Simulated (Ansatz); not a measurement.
# PbO (model cell, started as zinc blende): a soft mode frozen in, part 2 of 2

Wanted: the energy along a soft mode of PbO (model cell, started as zinc blende) and the structure at the end.

Ansatz 0.2.0; DFT PBEsol, scalar-relativistic, plane waves, PAW.

So far. Step 4 (The mode frozen in, largest atomic shift 0.32 Å): The run ends at a pressure of 0.25 GPa, with forces up to 0.42 eV/Å. Step 5 (Energy along the mode, all amplitudes (two of the runs …): The lowest of the steps tried is at 0.32 Å, 17.2 meV/atom below the parent; the bottom of the well need not coincide with a step.

The structure was built from a prototype and need not be the compound's stable phase.

## Step 7: The new phase in its own primitive cell

The relaxed structure is symmetrised, reduced to its primitive cell and relaxed tightly, as its phonons need.

The input, input.yaml:

```yaml
crystal:
  lattice:
    - [2.3830290854, -2.966013514, 0.0]
    - [2.3830290854, 2.966013514, 0.0]
    - [0.0, 0.0, 5.6941131246]
  atoms:
    - { symbol: Pb, position: [0.3019149559, 0.3019149559, 0.5] }
    - { symbol: Pb, position: [0.6980850441, 0.6980850441, 0.0] }
    - { symbol: O, position: [0.1642289177, 0.8357710823, 0.25] }
    - { symbol: O, position: [0.8357710823, 0.1642289177, 0.75] }
kpoints:
  mp_grid: { grid: [8, 8, 6] }
hamiltonian:
  xc: pbesol
scf:
  occupations: { method: fixed }
output:
  forces: true
  stress: true
  eigenvalues: true
relax:
  adjacent_minimum: "off"
  f_tol: 0.001
  max_steps: 60
  cell: { stress_tol: 0.01 }
```

On the command line:

```bash
$ ansatz run input.yaml --threads 4 --pin off --max-ram 7168MiB --backend cpu --events-out ev --progress --plain --runs-dir out
```

It took 15 s on 4 threads of Intel Xeon 6975P-C (Granite Rapids), shared host; peak memory 0.5 GiB; 58 s of CPU time.

The steps of the relaxation:

```
step  energy less that of the first step (eV)  largest force component (eV/Å)  pressure (GPa)  volume (Å³)
   1                                   0.0000                          0.0001            0.00        80.49
   2                                   0.0000                          0.0006            0.00        80.47
   3                                   0.0000                          0.0100            0.01        80.48
   4                                  -0.0001                          0.0003            0.00        80.47
  5*                                   0.0000                          0.0003            0.00        80.47
   6                                   0.0000                          0.0007            0.01        80.44
   7                                   0.0000                          0.0002            0.00        80.46
  8*                                   0.0000                          0.0002            0.00        80.46
```

Relaxation steps marked * repeat the geometry before them on a plane-wave basis chosen anew for their cell, so energy and pressure can jump there. Relaxation step 3 was tried and not accepted.

The run keeps the 4 symmetry operations that it works with, so distortions that break them were not tested.

```
conventional cell, symmetrised  before  after  change
                         a (Å)   4.766  4.758  -0.2 %
                         b (Å)   5.932  5.936  +0.1 %
                         c (Å)   5.694  5.698  +0.1 %
              volume (Å³/atom)   20.12  20.11  -0.0 %
```

This step gave:

| Quantity | Value |
| --- | --- |
| pressure | -0.002904 GPa |
| gap on the k-mesh | 0.2088 eV |
| volume per atom | 20.11 Å³ |
| direct gap on mesh | 0.2088 eV |

The largest force component left is 0.17 meV/Å and the pressure is -0.003 GPa, within the tolerances set. The cell now holds 20.11 Å³/atom.

## Step 8: Modes of the new phase, k-mesh 8×8×6

A relaxed structure may still be a saddle point, so its zone-centre modes are computed. No field response is asked.

The input, input.yaml:

```yaml
crystal:
  lattice:
    - [2.3787590659, -2.9679410657, 0.0]
    - [2.3787590659, 2.9679410657, 0.0]
    - [0.0, 0.0, 5.6979405399]
  atoms:
    - { symbol: Pb, position: [0.3021993391, 0.3021993391, 0.5] }
    - { symbol: Pb, position: [0.6978006609, 0.6978006609, 0.0] }
    - { symbol: O, position: [0.1643170421, 0.8356829579, 0.25] }
    - { symbol: O, position: [0.8356829579, 0.1643170421, 0.75] }
kpoints:
  mp_grid: { grid: [8, 8, 6] }
hamiltonian:
  xc: pbesol
scf:
  occupations: { method: fixed }
output:
  eigenvalues: true
phonons:
  method: dfpt
```

Run time: 35 s. Hardware: 4 threads; peak memory 1.5 GiB.

Numbers from this step:

| Quantity | Value |
| --- | --- |
| sum-rule residual before enforcement | 1.30e-4 eV/Å² |
| point group | 222 |
| highest optical mode at the zone centre (no LO-TO term) | 457.1 cm⁻¹ |
| lowest optical zone-centre mode | -90.9 cm⁻¹ |

Without the LO-TO term. Patterns of degenerate modes are one choice out of their space. Modes at Γ, with each element's share of the kinetic energy (negative means imaginary):

```
mode  frequency (cm⁻¹)  symmetry  Pb %  O %
   1             -90.9        B1     3   97
   2               0.0  acoustic    93    7
   3               0.0  acoustic    93    7
   4               0.0  acoustic    93    7
   5              56.8        B1    99    1
   6              92.2         A    95    5
   7             131.1        B2    98    2
   8             215.6        B3     5   95
   9             239.5         A     5   95
  10             240.1        B2     9   91
  11             355.1        B1     5   95
  12             457.1        B3     2   98
```

Displacements in mode 1 (-90.9 cm⁻¹), the largest set to 1:
```
Pb1  0.00  0.00  0.06
Pb2  0.00  0.00  0.06
O3   1.00  0.00 -0.84
O4  -1.00  0.00 -0.84
```

Displacements in mode 7 (131.1 cm⁻¹), the largest set to 1:
```
Pb1  0.00 -0.04  1.00
Pb2  0.00 -0.04 -1.00
O3   0.00  0.50  0.00
O4   0.00  0.50  0.00
```

Before it was imposed, the acoustic sum rule was missed by 1.3e-4 eV/Å². Small misses are needed for a sound result but don't prove that mesh and cutoff are converged. The lowest optical mode is imaginary, 90.9i cm⁻¹, so the energy falls along it.

## Step 9: What came out

```
unstable mode of the parent                                                      : q = (0, -0.5, -0.5), 141i cm⁻¹
depth at the lowest point sampled                                                : 17.2 meV/atom
largest atomic shift at that point                                               : 0.32 Å
space group reached (within 0.01 Å)                                              : C222_1
energy gained over the parent (first relaxation, on the mesh of the frozen mode) : 61.2 meV/atom
volume per atom, phase reached                                                   : 20.1 Å³
gap on the k-mesh, phase reached                                                 : 0.209 eV
lowest optical zone-centre mode, phase reached                                   : -90.9 cm⁻¹
highest optical mode at the zone centre (no LO-TO term), phase reached           : 457 cm⁻¹
```

In words: Along this mode the structure falls into C222_1, 61.2 meV/atom below the parent. At the parent's cell the well is 17.17 meV/atom deep on the steps tried, with its lowest point at a shift of 0.32 Å. Relaxing atoms and cell changes the gain by +43.99 meV/atom against the lowest step (energies at zero smearing). Most of the total comes from this relaxation. The new phase still has an imaginary mode at the zone centre of its cell, so it is a saddle point on the way to a lower structure. Of the 4 patterns followed to their end from this parent, this one ends 181 meV/atom above the lowest, Pmmn. Each path keeps the symmetry of its pattern, so a lower phase may lie along a pattern not tried. The program warns that the interpolation holds no quadrupole term, so branches close to Γ can be off in this crystal. Spin-orbit coupling is left out, which can matter for the heavy elements here. The starting cell was built on a prototype and not taken from a measurement, so the phase need not exist.

[Logs are printed without paths, hosts, clocks, repeated set-up lines and the standing remarks that a program may print on its own settings, such as how far it seeks lower states.]

[Hosts, paths, dates, database ids (printed as entryN), source tags and the programs' standing remarks are cut or masked in the printed files.]
